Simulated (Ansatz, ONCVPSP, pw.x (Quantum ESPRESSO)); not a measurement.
# pw.x on fcc Cl: one setting changed

Potential: optimised norm-conserving Vanderbilt (ONCV), ONCVPSP 4.0.1.1 (patched build), PBE; core [Ne], reference 3s2 3p5; waves: 3s: rc 1.30 bohr, ncon 5, nbas 10, qcut 6.2 1/bohr, 2 projectors, debl 2 Ha; 3p: rc 1.30 bohr, ncon 4, nbas 8, qcut 6.9 1/bohr, 2 projectors, debl 1.1 Ha; d scattering state at 0.38 Ha: rc 1.25 bohr, ncon 4, nbas 8, qcut 7.5 1/bohr, 3 projectors, debl 3.7 Ha; local part: polynomial inside 1.10 bohr (lpopt 3, dvloc0 0 Ha); core correction: polynomial model core, fcfact 0.2.

The reference run (k-mesh 13³, cutoffs 50/200 Ry, Fermi–Dirac 0.01 Ry, mixing_beta 0.4, conv_thr 1e-9, no spin) gives -0.03 GPa at 21.767 Å³/atom, where all-electron LAPW gives -0.06 GPa. This run, with its own iteration cap, changes conv_thr to 0.0001.

```
&control
  calculation='scf', prefix='x', pseudo_dir='./', outdir='./tmp', tstress=.true., disk_io='none'
/
&system
  ibrav=0, nat=1, ntyp=1, ecutwfc=50, ecutrho=200, nbnd=11,
  occupations='smearing', smearing='fd', degauss=0.01
/
&electrons
  conv_thr=0.0001, mixing_beta=0.4, electron_maxstep=60
/
ATOMIC_SPECIES
Cl 1.0 Cl.UPF
CELL_PARAMETERS angstrom
  0.00000000 2.21610089 2.21610089
  2.21610089 0.00000000 2.21610089
  2.21610089 2.21610089 0.00000000
ATOMIC_POSITIONS crystal
Cl 0.0000 0.0000 0.0000
K_POINTS automatic
13 13 13 0 0 0
```

```bash
pw.x < Cl.scf.in > Cl.scf.out
```

How does the run end?

It converges in 2 iterations; the free energy moves by +0.1 meV/atom and the pressure by -0.95 GPa.

```
Message from routine setup:
     using ibrav=0 with symmetry is DISCOURAGED, use correct ibrav instead
     lattice parameter (alat)  =       5.9225  a.u.
     unit-cell volume          =     146.8910 (a.u.)^3
     number of electrons       =         7.00
     number of Kohn-Sham states=           11
     kinetic-energy cutoff     =      50.0000  Ry
     charge density cutoff     =     200.0000  Ry
     scf convergence threshold =      1.0E-04
     Exchange-correlation= PBE
     number of k points=    84  Fermi-Dirac smearing, width (Ry)=  0.0100
     iteration #  1     ecut=    50.00 Ry     beta= 0.40
     total energy              =     -33.56207777 Ry
     estimated scf accuracy    <       0.00017987 Ry
     iteration #  2     ecut=    50.00 Ry     beta= 0.40
     the Fermi energy is     2.8506 ev
!    total energy              =     -33.56209873 Ry
     estimated scf accuracy    <       0.00003142 Ry
     smearing contrib. (-TS)   =      -0.00831712 Ry
     The total energy is F=E-TS. E is the sum of the following terms:
     one-electron contribution =      -0.64668068 Ry
     hartree contribution      =       3.56715434 Ry
     xc contribution           =      -9.65146427 Ry
     ewald contribution        =     -26.82279099 Ry
     convergence has been achieved in   2 iterations
          total   stress  (Ry/bohr**3)                   (kbar)     P=       -9.89
     Message from routine punch:
     Nothing written, as per user request (disk_io='none')
```

The run took about 12 s on one core of a shared host (Neoverse-N1, 64 threads, 124 GiB, load 60).
